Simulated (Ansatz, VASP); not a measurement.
One calculation of Sb, two programs

INCAR

```
ALGO = Normal
EDIFF = 1E-6
ENCUT = 520
ISIF = 2
ISMEAR = 0
LASPH = T
LCHARG = F
LREAL = F
LWAVE = F
NBANDS = 8
NELM = 100
PREC = Accurate
SIGMA = 0.1
```

Contents of KPOINTS:

```
k-points
0
Gamma
  6 6 6
```

File POSCAR:

```
Sb
1.0
    3.0833436100      0.0000000000      0.0000000000
    0.0000000000      3.0833436100      0.0000000000
    0.0000000000      0.0000000000      3.0833436100
Sb
1
Direct
    0.0000000000      0.0000000000      0.0000000000
```

Input for Ansatz:

```yaml
crystal:
  lattice:
    - [3.08334361, 0.0, 0.0]
    - [0.0, 3.08334361, 0.0]
    - [0.0, 0.0, 3.08334361]
  atoms:
    - { symbol: Sb, position: [0.0, 0.0, 0.0] }
basis:
  ecutwfc: 420
kpoints:
  mp_grid: { grid: [6, 6, 6] }
hamiltonian:
  xc: lda
  pseudopotentials: { kind: paw, azcp: { folder: soft_1 } }
scf:
  occupations: { method: gaussian, width: 0.1 }
output:
  forces: true
  stress: true
  eigenvalues: true
```

This isn't the form of Sb at room conditions, which is rhombohedral.

Alike in both runs: task single point; functional LDA; k mesh 6 × 6 × 6; occupations gaussian, width 0.1 eV; no spin polarisation.

|  | VASP | Ansatz |
| --- | --- | --- |
| version | VASP 6.6.1 | Ansatz 0.2.0 |
| potentials or method | VASP PAW LDA potentials, release 64 (Sb) | scalar-relativistic, plane waves, PAW |
| plane-wave cutoff (eV) | 520 | 420 |
| valence electrons in the cell | 5 | 15 |

```tsv
	VASP	Ansatz	Ansatz less VASP
gap on the k mesh at the Fermi level (eV)	none	none	-
pressure (GPa)	-1.8	-1.8	-0.05
```

A gap of «none» marks a metal or a gap that the smearing closes. The two sets of potentials don't hold the same shells in valence. Ansatz warned: «pseudo_functional_mismatch».

The runs have no spin-orbit coupling, so splittings on Sb are missing.
